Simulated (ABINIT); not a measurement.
Runs of ABINIT 10.8.3 (patched build) on PbS (Galena). Symmetry: Fm-3m, No. 225, cubic system. The conventional cell has a = 5.931 Å, b = 5.931 Å, c = 5.931 Å, α = 90.00°, β = 90.00°, γ = 90.00°. Pb (site symmetry m-3m) has 6 S at 2.97 Å as nearest neighbours. S (site symmetry m-3m) has 6 Pb at 2.97 Å as nearest neighbours. 

```tsv
share of exact exchange	gap on the mesh (eV)
0.35	(a)
0.15	0.52
0.25	(b)
0.5	0.99
0.05	0.41
```

Alike in all rows: task single point; level HSE06; potentials or basis SPMS NC PBE v1.0; no spin polarisation; cell as given; k mesh 6 × 6 × 6; cutoff (eV) 490; smearing fermi-dirac 0.05 eV.

Task: Fill in the values left out.

Result: (a) 0.78; (b) 0.65.

Caveats: exact exchange is summed on a coarse mesh, which widens gaps by tenths of an eV; Libxc's HSE differs a little from that of other programs; spin-orbit coupling is left out, which as a rule narrows the gap of such compounds by several tenths of an eV.

A k mesh can miss the band edges, and the runs leave out spin-orbit coupling on Pb.
